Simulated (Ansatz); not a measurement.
Sc under changes of volume

One of the cells (25.002 Å³/atom); the others are scaled copies at fixed shape and fractional positions:

```
CELL_PARAMETERS angstrom
3.30900 0.00000 0.00000
-1.65450 2.86568 0.00000
0.00000 0.00000 5.27330
ATOMIC_POSITIONS crystal
Sc 0.66667 0.33333 0.75000
Sc 0.33333 0.66667 0.25000
```

| Item | Value |
| --- | --- |
| Program | Ansatz 0.2.0 |
| Functional | LDA |
| Potentials or basis | all-electron LAPW, scalar-relativistic |
| Cutoff | 168 eV (chosen from the basis error) |
| Basis error allowed | 0.001 eV/atom |
| k mesh | 9 × 9 × 5 |
| Occupations | fermi-dirac, width 0.05 eV |
| Spin | no spin polarisation |

| volume (Å³/atom) | energy over the lowest point (meV/atom) | pressure (GPa) |
| --- | --- | --- |
| 23.502 | 0.00 | -2.3 |
| 24.002 | 9.09 | -3.4 |
| 24.502 | 21.41 | -4.4 |
| 25.002 | 36.68 | -5.3 |
| 25.502 | 54.62 | -6.1 |
| 26.002 | ? | ? |
| 26.502 | 97.58 | -7.5 |

What does the run at 26.002 Å³/atom give?

Energy over the lowest point 75.00 meV/atom; pressure -6.8 GPa.

Worked out: A Birch-Murnaghan fit of order 3 (a polynomial in V^(-2/3)) to the other rows has no minimum within the range. It gives 74.99 meV/atom at 26.002 Å³/atom, against the run's 75.00, and -dE/dV = -6.9 GPa, against -6.8.

Energies are extrapolated to zero smearing.
